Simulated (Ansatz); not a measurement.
The system is Zn.

```
CELL_PARAMETERS angstrom
-1.59358 1.77662 1.74602
1.50392 -1.50664 1.38638
1.54411 1.45717 -1.47605
ATOMIC_POSITIONS crystal
Zn 0.00000 0.00000 0.00000
```

The cell isn't the ideal one: cell sheared at random, sigma 0.06, atoms nudged by 0.01 Å.

* Program: Ansatz 0.2.0
* Task: relaxation of cell and atoms
* Functional: PBE
* Dispersion: D4
* Potentials or basis: Ansatz PAW
* Cutoff: 420 eV (not typed: the program's choice for these potentials)
* k mesh: 11 × 12 × 12
* Occupations: fermi-dirac, width 0.05 eV
* Spin: no spin polarisation

At the start: volume 15.31 Å³/atom.

Where does the relaxation end?

It ends after 13 steps and the volume is 14.92 Å³/atom (-2.6 %); space group C2/m (No. 12, to 0.05 Å).

The path:
```tsv
step	energy change (eV)	largest force (eV/Å)	volume (Å³)
1	0.0000	0.0000	15.31
2	-0.0208	0.0000	14.93
3	-0.0452	0.0000	14.69
4	-0.0657	0.0000	14.58
5	-0.0795	0.0000	14.66
6	-0.0841	0.0000	14.78
7	-0.0842	0.0000	14.83
8	-0.0848	0.0000	14.90
9	-0.0848	0.0000	14.89
10	-0.0849	0.0000	14.90
11	-0.0859	0.0000	14.90
12	-0.0860	0.0000	14.92
13	-0.0860	0.0000	14.92
```

Final structure:
```
CELL_PARAMETERS angstrom
-1.28612 1.84941 1.72950
1.28783 -1.68999 1.56461
1.28772 1.67464 -1.58472
ATOMIC_POSITIONS crystal
Zn 0.00000 0.00000 0.00000
```

Caveat: the plane-wave basis is chosen anew once the cell has moved, so the energies of steps on either side of that aren't comparable; pairwise dispersion overbinds metals, which lowers pressure and volume.
